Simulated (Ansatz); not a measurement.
# CaO: the cost of one run

Method: DFT PBE, scalar-relativistic, plane waves, PAW, in Ansatz 0.2.0.

The COD cell was measured well above room temperature, so it is larger than a cold one.

1 further run of the same task is left out (set aside as unsound or not needed).

### 1 The starting structure

The structure is cubic, space group Fm-3m (No. 225). Conventional cell: a = 4.831 Å, b = 4.831 Å, c = 4.831 Å, α = 90.00°, β = 90.00°, γ = 90.00°. Around Ca (site symmetry m-3m) lie 6 O at 2.42 Å. O (site symmetry m-3m) has 6 Ca at 2.42 Å as nearest neighbours.

Structure file:

```
Ca O
1.0
     0.00000    2.41546    2.41546
     2.41546    0.00000    2.41546
     2.41546    2.41546    0.00000
Ca O
1 1
Direct
  0.00000 0.00000 0.00000
  0.50000 0.50000 0.50000
```

It is the result of an earlier relaxation at this level (volume 14.09 Å³/atom; gap on the mesh: 3.66 eV).

### 2 The slab

Planes are indexed in the bulk's conventional cell (Fm-3m (No. 225)), a = 4.831 Å, b = 4.831 Å, c = 4.831 Å, α = 90.00°, β = 90.00°, γ = 90.00°.

A (100) slab, 4.8 Å thick as cut, with 16 Å of vacuum, in a 2×2 surface cell; its outer planes are CaO (top) and CaO (bottom).

The slab as cut. Its planes from the bottom up:

| plane | atoms per cell | height over the lowest (Å) |
| --- | --- | --- |
| 1 | Ca4O4 | 0.00 |
| 2 | Ca4O4 | 2.42 |
| 3 | Ca4O4 | 4.83 |

### 3 Relaxing the clean slab

Input file input.yaml:

```yaml
crystal:
  lattice:
    - [6.8319513296, 0.0, 0.0]
    - [0.0, 6.8319513296, 0.0]
    - [0.0, 0.0, 20.8309191139]
  atoms:
    - { symbol: Ca, position: [0.25, 0.25, 0.3840445041] }
    - { symbol: Ca, position: [0.25, 0.75, 0.3840445041] }
    - { symbol: Ca, position: [0.75, 0.25, 0.3840445041] }
    - { symbol: Ca, position: [0.75, 0.75, 0.3840445041] }
    - { symbol: O, position: [0.5, 0.5, 0.3840445041] }
    - { symbol: O, position: [0.5, 0.0, 0.3840445041] }
    - { symbol: O, position: [0.0, 0.5, 0.3840445041] }
    - { symbol: O, position: [0.0, 0.0, 0.3840445041] }
    - { symbol: Ca, position: [0.5, 0.5, 0.5] }
    - { symbol: Ca, position: [0.5, 0.0, 0.5] }
    - { symbol: Ca, position: [0.0, 0.5, 0.5] }
    - { symbol: Ca, position: [0.0, 0.0, 0.5] }
    - { symbol: O, position: [0.75, 0.75, 0.5] }
    - { symbol: O, position: [0.75, 0.25, 0.5] }
    - { symbol: O, position: [0.25, 0.75, 0.5] }
    - { symbol: O, position: [0.25, 0.25, 0.5] }
    - { symbol: Ca, position: [0.75, 0.75, 0.6159554959] }
    - { symbol: Ca, position: [0.75, 0.25, 0.6159554959] }
    - { symbol: Ca, position: [0.25, 0.75, 0.6159554959] }
    - { symbol: Ca, position: [0.25, 0.25, 0.6159554959] }
    - { symbol: O, position: [0.0, 0.0, 0.6159554959] }
    - { symbol: O, position: [0.0, 0.5, 0.6159554959] }
    - { symbol: O, position: [0.5, 0.0, 0.6159554959] }
    - { symbol: O, position: [0.5, 0.5, 0.6159554959] }
basis:
  ecutwfc: 420
kpoints:
  mp_grid: { grid: [2, 2, 1] }
hamiltonian:
  xc: pbe
scf:
  occupations: { method: gaussian, width: 0.05 }
output:
  forces: true
  eigenvalues: true
  write_density: true
  write_potential: true
  elf: true
  volumetric_format: npy
relax:
  adjacent_minimum: "off"
  f_tol: 0.03
  max_steps: 70
  constraints: [{ sites: [0, 1, 2, 3, 4, 5, 6, 7] }]
efield:
  axis: 3
  dipole_correction: true
  ramp_width: 0.04
```

Command:

```
ansatz run input.yaml --threads 4 --pin off --max-ram 12288MiB --backend cpu --events-out ev --progress --plain --runs-dir out
```

Q: Estimate wall time and peak memory on 4 threads of Intel Xeon Platinum 8488C (Sapphire Rapids), shared host.

About 21 s, with a peak of 1.9 GiB.
